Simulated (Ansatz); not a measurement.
## MgS: phonon entropy and phonon heat capacity against temperature

All results are calculated (Ansatz 0.2.0). Harmonic vibrational free energy, entropy and heat capacity at constant volume, per atom, from the force constants of a q mesh, imaginary modes left out; plane waves with PAW datasets, Gamma-centred k mesh.

Structure of every row (space group Fm-3m, No. 225):
```
CELL_PARAMETERS angstrom
0.00000 2.61500 2.61500
2.61500 0.00000 2.61500
2.61500 2.61500 0.00000
ATOMIC_POSITIONS crystal
Mg 0.00000 0.00000 0.00000
S 0.50000 0.50000 0.50000
```

Settings of every row: functional PBE; dispersion none; spin none; wave cutoff 420 eV; k mesh 8x8x8; occupations fixed; smearing width 0 eV; pressure 0 GPa; phonon method linear response; q mesh 4x4x4.

Limits: the cell comes from a prototype or a list of computed structures and needn't be the stable phase.

```
row  temperature (K)  phonon entropy (kB/atom)  phonon heat capacity (kB/atom)  phonon free energy (meV/atom)
  1              200                     2.117                            2.44                             26
  2              300                     3.171                           2.729                            2.9
  3              400                     3.974                           2.842                            -28
  4              500                     4.614                           2.897                          -65.1
  5              600                         ?                               ?                              ?
  6              700                     5.599                           2.947                         -153.5
  7              800                     5.993                           2.959                         -203.5
  8              900                     6.342                           2.968                         -256.7
  9             1000                     6.655                           2.974                         -312.7
```

Question: what phonon entropy and phonon heat capacity should row 5 give?

Worked fit of phonon entropy. Entropy rises as the heat capacity times the change of ln T, so take t = ln(T / 300 K). The shown rows have t = -0.4055, 0, 0.2877, 0.5108, 0.8473, 0.9808, 1.0986, 1.204. Least squares give phonon entropy = 3.1851 + 2.71241 × t + 0.14742 × t² kB/atom; a straight line predicts inner rows, each left out in turn, worse (root mean square 0.036 against 0.011 kB/atom). The rows lie off it by 0.008, -0.014, -0.004, 0.005, 0.010, 0.006, -0.001, -0.010 (root mean square 0.0082 kB/atom), a smooth pattern that one more power would take up: the form is only approximate. The slope at t = 0, 2.71 kB/atom, estimates the heat capacity at 300 K. The withheld row has t = 0.6931, so the fit gives 3.1851 + 2.71241 × (0.6931) + 0.14742 × (0.6931)² = 5.136 kB/atom.

The calculation gave 5.146 kB/atom. The fit lies 0.010 kB/atom (0.22 % of the column's range) below it; its largest miss of a shown row is 0.014 kB/atom.

Worked fit of phonon heat capacity. At high temperature a harmonic heat capacity falls short of its limit by a term in 1/T², so take t = (100 K / T)². The shown rows have t = 0.25, 0.11111, 0.0625, 0.04, 0.02041, 0.01562, 0.01235, 0.01. Least squares give phonon heat capacity = 2.9995 − 2.603 × t + 1.462 × t² kB/atom; a straight line predicts inner rows, each left out in turn, worse (root mean square 0.0086 against 0.00093 kB/atom). The rows lie off it by 0.000, 0.001, -0.001, -0.001, 0.000, 0.000, 0.000, 0.000. The constant, 2.9995 kB/atom, is to be held against the harmonic limit of 3 k_B an atom. The withheld row has t = 0.02778, so the fit gives 2.9995 − 2.603 × (0.02778) + 1.462 × (0.02778)² = 2.928 kB/atom.

The calculation gave 2.928 kB/atom. The fit meets it to the printed digit.

The other values of row 5: phonon free energy -107.2 meV/atom.
